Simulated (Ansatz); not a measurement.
**MgO (Fm-3m), a vibration from a frozen displacement**

Theory: Ansatz, DFT PBEsol, scalar-relativistic, plane waves, PAW. Settings: plane waves to 420 eV, k-mesh 10×10×10 (Γ-centred), Gaussian smearing 0.05 eV. No spin polarisation. Energies are free energies at this smearing, counted from the undisturbed cell; pressure is positive in compression.

Reference structure (as given, not relaxed at this level; it stands at -5.8 GPa):

```yaml
crystal:
  lattice:
    - [0.00000, 2.13515, 2.13515]
    - [2.13515, 0.00000, 2.13515]
    - [2.13515, 2.13515, 0.00000]
  atoms:
    - { symbol: Mg, position: [0.00000, 0.00000, 0.00000] }
    - { symbol: O, position: [0.50000, 0.50000, 0.50000] }
```

Every Mg atom is moved by x along the Cartesian unit vector (0.000, 0.000, -1.000); the cell and all other atoms stay fixed. The cell's volume is 19.47 Å³; the moved atoms weigh 24.305 u together and the others 15.999 u. Some rows repeat others by symmetry and weren't run.

| x (Å) | ΔE (meV/cell) | total force on the moved atoms along the move (eV/Å) | pressure (GPa) |
| --- | --- | --- | --- |
| -0.3000 | 268.46 | 2.2960 | 2.7418 |
| -0.2625 | 192.09 | 1.7943 | 0.5511 |
| -0.2250 | 132.75 | 1.3838 | -1.2472 |
| -0.1875 | 87.37 | 1.0477 | -2.6975 |
| -0.1500 | 53.43 | 0.7708 | -3.8366 |
| -0.1125 | 28.98 | 0.5396 | -4.6936 |
| -0.0750 | 12.55 | 0.3417 | -5.2903 |
| -0.0375 | 3.09 | 0.1655 | -5.6423 |
| 0.0000 | 0.00 | 0.0000 | -5.7588 |
| 0.0375 | 3.09 | -0.1655 | -5.6423 |
| 0.0750 | 12.55 | -0.3417 | -5.2903 |
| 0.1125 | 28.98 | -0.5396 | -4.6936 |
| 0.1500 | 53.43 | -0.7708 | -3.8366 |
| 0.1875 | 87.37 | -1.0477 | -2.6975 |
| 0.2250 | 132.75 | -1.3838 | -1.2472 |
| 0.2625 | 192.09 | -1.7943 | 0.5511 |
| 0.3000 | 268.46 | -2.2960 | 2.7418 |

Task: What frequency belongs to this motion?

Result: The force constant is k = −dF/dx = 4.413 eV/Å², from the parabola through x = -0.0375, 0 and 0.0375. In every cell the moved atoms swing against the rest, so the mass is μ = m₁m₂/(m₁ + m₂) = 9.648 u, and ν̃ = 521.5 cm⁻¹ × √(|k|/μ) = 353 cm⁻¹, at this cell's pressure of -5.8 GPa. To first order in x, and within 1 %, the force on every atom lies along the move and, within each of the two groups, in proportion to the atom's mass, so this is itself a mode at the zone centre of this cell, taken without macroscopic field (the transverse frequency in a polar insulator).

Task: How far does the harmonic law reach?

Result: At x = -0.300 Å, kx²/2 = 198.60 meV against the computed 268.46 meV (+35.2 %): the well stiffens in this direction at large amplitude.

Task: The pressure changes with x². What does that say about the frequency under compression?

Result: With E = k(V)x²/2, k ∝ V^(−2γ) and x scaling with the cell as V^(1/3), P − P0 = −∂E/∂V = (2γ − 2/3) ΔE/V. At x = 0.0750 Å, V(P − P0) = 19.47 × 0.46853 / 160.2 eV = 56.93 meV and ΔE = 12.55 meV, so γ = 1/3 + V(P − P0)/(2ΔE) = 2.60. This is the Grüneisen parameter of the motion under uniform scaling of the cell: shrinking the cell evenly by 1 % in volume raises the frequency by about 2.60 %.